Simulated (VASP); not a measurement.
Crystal: Ru.

```
CELL_PARAMETERS angstrom
2.70580 0.00000 0.00000
-1.35290 2.34329 0.00000
0.00000 0.00000 4.28190
ATOMIC_POSITIONS crystal
Ru 0.66667 0.33333 0.75000
Ru 0.33333 0.66667 0.25000
```

- Program: VASP 6.6.1
- Task: relaxation of cell and atoms
- Functional: SCAN
- Potentials or basis: VASP PAW PBE potentials, release 64 (Ru_pv)
- Cutoff: 600 eV
- k mesh: 11 × 11 × 6
- Occupations: fermi-dirac, width 0.05 eV
- Spin: no spin polarisation

At the start: pressure -5.0 GPa; volume 13.57 Å³/atom.

Task: How do energy, volume and symmetry change on relaxing?

Result: Over 10 steps the energy falls by 4.0 meV/atom and the volume is 13.38 Å³/atom (-1.4 %); space group P6_3/mmc (No. 194, to 0.05 Å).

The path:
```tsv
step	energy change (eV)	largest force (eV/Å)	pressure (GPa)	volume (Å³)
1	0.0000	0.0000	-5.00	27.15
2	0.0582	0.0000	18.83	25.52
3	-0.0081	0.0000	0.64	26.71
4	-0.0080	0.0000	0.06	26.75
5	-0.0080	0.0000	0.16	26.75
6	-0.0080	0.0000	0.06	26.76
7	-0.0081	0.0000	0.12	26.75
8	-0.0081	0.0000	0.10	26.75
9	-0.0080	0.0000	-0.23	26.78
10	-0.0080	0.0000	0.00	26.76
```

Final structure:
```cif
data_structure
_symmetry_space_group_name_H-M 'P 1'
_symmetry_Int_Tables_number 1
_cell_length_a 2.6961
_cell_length_b 2.6961
_cell_length_c 4.2511
_cell_angle_alpha 90.000
_cell_angle_beta 90.000
_cell_angle_gamma 120.000
_cell_volume 26.76
loop_
_atom_site_label
_atom_site_type_symbol
_atom_site_fract_x
_atom_site_fract_y
_atom_site_fract_z
_atom_site_occupancy
Ru1 Ru 0.66667 0.33333 0.75000 1
Ru2 Ru 0.33333 0.66667 0.25000 1
```

Caveat: the PAW data sets were made with another functional, which shifts forces and pressure a little.
